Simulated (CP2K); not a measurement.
Runs of CP2K 2026.2 on Na2S. It takes space group Fm-3m (No. 225, cubic). Conventional cell: a = 6.547 Å, b = 6.547 Å, c = 6.547 Å, α = 90.00°, β = 90.00°, γ = 90.00°. S (site symmetry m-3m) is surrounded by 8 Na at 2.83 Å. Around Na (site symmetry -43m) lie 4 S at 2.83 Å. 

```tsv
level	potentials or basis	smearing	EPS_DEFAULT	NGRIDS	points a segment of the path (NPOINTS)	bands added on the path	CUTOFF of the grids	gap on the mesh (eV)	pressure (GPa)
PBEsol	POTENTIAL_UZH S GTH-PBE-q6, Na GTH-PBE-q9; TZVP-MOLOPT-PBE-GTH basis	fermi-dirac 0.1 eV	1.0E-9	5	6	6	1350 Ry	2.30	0.0
PBE	POTENTIAL_UZH S GTH-PBE-q6, Na GTH-PBE-q9; TZVP-MOLOPT-PBE-GTH basis	fermi-dirac 0.05 eV	1.0E-10	5	10	4	1350 Ry	2.42	(a)
LDA	GTH_POTENTIALS S GTH-PADE-q6, Na GTH-PADE-q9; TZVP-MOLOPT-PBE-GTH basis	fermi-dirac 0.05 eV	1.0E-9	4	8	2	1350 Ry	(c)	-1.8
r2SCAN	POTENTIAL_UZH S GTH-SCAN-q6, Na GTH-SCAN-q9; TZVP-MOLOPT-SCAN-GTH basis	fermi-dirac 0.1 eV	1.0E-9	5	10	4	1400 Ry	(b)	-0.2
TB-mBJ	POTENTIAL_UZH S GTH-PBE-q6, Na GTH-PBE-q9; TZVP-MOLOPT-PBE-GTH basis	fermi-dirac 0.01 eV	1.0E-10	5	6	6	1400 Ry	3.13	-
```

Alike in all rows: task band structure; no spin polarisation; cell as given; k mesh 7 × 7 × 7.

**Question.** Estimate the missing entries.

**Answer.** (a) 0.7; (b) 3.00; (c) 2.16.

Caveats: the basis of atomic orbitals isn't converged, which shifts pressures, moduli and gaps; the potentials were made for another functional, which shifts forces and pressure (some runs); this is a model potential without an energy functional, so only levels have meaning (some runs).

